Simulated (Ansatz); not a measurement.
## What strain does to CdS (wurtzite)

CdS in the wurtzite structure, relaxed with r2SCAN in the plane-wave code Ansatz. Space group P6_3mc (No. 186), hexagonal; a = 4.165 Å, c = 6.766 Å in the conventional setting, 25.41 Å³ an atom. Cd is surrounded by 4 S at 2.54–2.55 Å; S is surrounded by 4 Cd at 2.54–2.55 Å.

The axes x, y and z are those of this cell:
```yaml
crystal:
  lattice:
    - [4.16460, 0.00000, 0.00000]
    - [-2.08230, 3.60665, 0.00000]
    - [0.00000, 0.00000, 6.76601]
  atoms:
    - { symbol: Cd, position: [0.33333, 0.66667, 0.99904] }
    - { symbol: Cd, position: [0.66667, 0.33333, 0.49904] }
    - { symbol: S, position: [0.33333, 0.66667, 0.37596] }
    - { symbol: S, position: [0.66667, 0.33333, 0.87596] }
```

Unstrained: With PBE the gap is 1.173 eV and direct, at Γ. With r2SCAN the gap is 1.632 eV and direct, at Γ. HSE06 gives a direct gap of 2.190 eV at Γ. Meshes: PBE 12×12×4, r2SCAN 12×12×4, HSE06 6×6×4. Strains are changes of length per length. After each strain the atoms were relaxed again with r2SCAN within the symmetry that the strain leaves, so tilts or polar shifts that break it weren't tested; points keep the names that they have in the unstrained zone. Calculated for a static, non-magnetic cell.

Changes of the least gap in eV (an overlap counts as a negative gap):

| strain | volume change (%) | space group | PBE | r2SCAN | HSE06 | energy rise, r2SCAN (meV/atom) |
| --- | --- | --- | --- | --- | --- | --- |
| epitaxial +1.5 % in the xy plane, free normal strain -1.43 % | +1.6 | P6_3mc | -0.041 | -0.040 | -0.047 | 3.3 |
| epitaxial -0.5 % in the xy plane, free normal strain +0.46 % | -0.5 | P6_3mc | -0.006 | -0.006 | -0.004 | 0.4 |
| uniaxial +4.0 % along x | +4.0 | Cmc2_1 | -0.128 | -0.132 | -0.142 | 10.4 |
| isotropic -1.5 % on every length | -4.4 | P6_3mc | +0.104 | +0.111 | +0.119 | 10.1 |

Epitaxial +1.5 % in the xy plane, free normal strain -1.43 %. HSE06: the gap goes from 2.190 to 2.143 eV (-0.047 eV); with r2SCAN the top three valence levels at Γ, grouped 2+1 from the top over 38 meV, become 1+2 over 46 meV. Stress change with r2SCAN, compression positive: xx -1.37, yy -1.37, zz -0.03 GPa.

Epitaxial -0.5 % in the xy plane, free normal strain +0.46 %. HSE06: the gap goes from 2.190 to 2.186 eV (-0.004 eV); with r2SCAN the top three valence levels at Γ, grouped 2+1 from the top over 38 meV, become 2+1 over 71 meV. Stress change with r2SCAN, compression positive: xx +0.48, yy +0.48, zz +0.01 GPa.

Uniaxial +4.0 % along x, other directions held. HSE06: the gap goes from 2.190 to 2.048 eV (-0.142 eV); with r2SCAN the top three valence levels at Γ, grouped 2+1 from the top over 38 meV, become 1+1+1 over 116 meV. Stress change with r2SCAN, compression positive: xx -3.19, yy -1.86, zz -1.59 GPa.

Isotropic -1.5 % on every length. HSE06: the gap goes from 2.190 to 2.309 eV (+0.119 eV); with r2SCAN the top three valence levels at Γ, grouped 2+1 from the top over 38 meV, become 2+1 over 47 meV. Stress change with r2SCAN, compression positive: xx +3.02, yy +3.02, zz +3.02 GPa. For HSE06, dE_g/d ln V = -2.6 eV over this step.

Spin-orbit coupling is left out.

The meshes of the hybrids are coarse, so their gaps aren't converged to the digits shown.

The splittings at Γ are without spin-orbit coupling, which regroups them where it is of like size or larger.
